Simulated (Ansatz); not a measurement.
## Γ-surface in BN

Method: DFT PBE+D3(BJ), scalar-relativistic, plane waves, PAW in Ansatz. The runs took a 420 eV cutoff, a Γ-centred 7×9×3 mesh and Gaussian smearing (0.05 eV). No spin polarisation. Energies are free energies at this smearing, counted from the undisturbed cell; pressure is positive in compression.

Zero of the scan (relaxed at this level; this form isn't the usual structure):

```
B N
1.0
     1.25384   -3.33948    0.00000
     2.50768    0.00000    0.00000
     0.00000    0.00000    8.67533
B N
4 4
Direct
  0.00000 0.00000 0.95835
  0.00000 0.50000 0.20835
  0.00000 0.00000 0.45835
  0.00000 0.50000 0.70835
  0.00000 0.00000 0.29160
  0.00000 0.50000 0.54160
  0.00000 0.00000 0.79160
  0.00000 0.50000 0.04160
```

Vector c is tilted by p·a + q·b with the atoms' Cartesian places fixed: one unrelaxed fault a cell on a (0 0 1) plane of area 8.37 Å². Points are written (p, q).

Energy above the undisturbed cell in mJ/m² (a dash: not computed):

```
p \ q  0.000  0.167  0.333  0.500  0.667  0.833
0.000      0   7247  39318      –  39318   7247
0.167   2684   9406  22499  22499   9406   2684
0.333   7431   7383   7487   7383   7431   7483
0.500   9946   9851   9851   9946   9851   9851
0.667   7431   7483   7431   7383   7487   7383
0.833   2684   2684   9406  22499  22499   9406
```

Gap on the k-mesh in eV:

```
p \ q  0.000  0.167  0.333  0.500  0.667  0.833
0.000   3.71   3.80   3.81      –   3.81   3.80
0.167   3.39   2.22   3.32   3.32   2.22   3.39
0.333   0.00   0.10   0.02   0.10   0.00   0.00
0.500   0.00   0.00   0.00   0.00   0.00   0.00
0.667   0.00   0.00   0.00   0.10   0.02   0.10
0.833   3.39   3.39   2.22   3.32   3.32   2.22
```

Where the gap reads zero the k-mesh, chosen for the insulator, is on the coarse side.

Cost: 12 runs of about 1.4 core-minutes in all, on Intel Xeon 6975P-C (Granite Rapids) (shared hosts).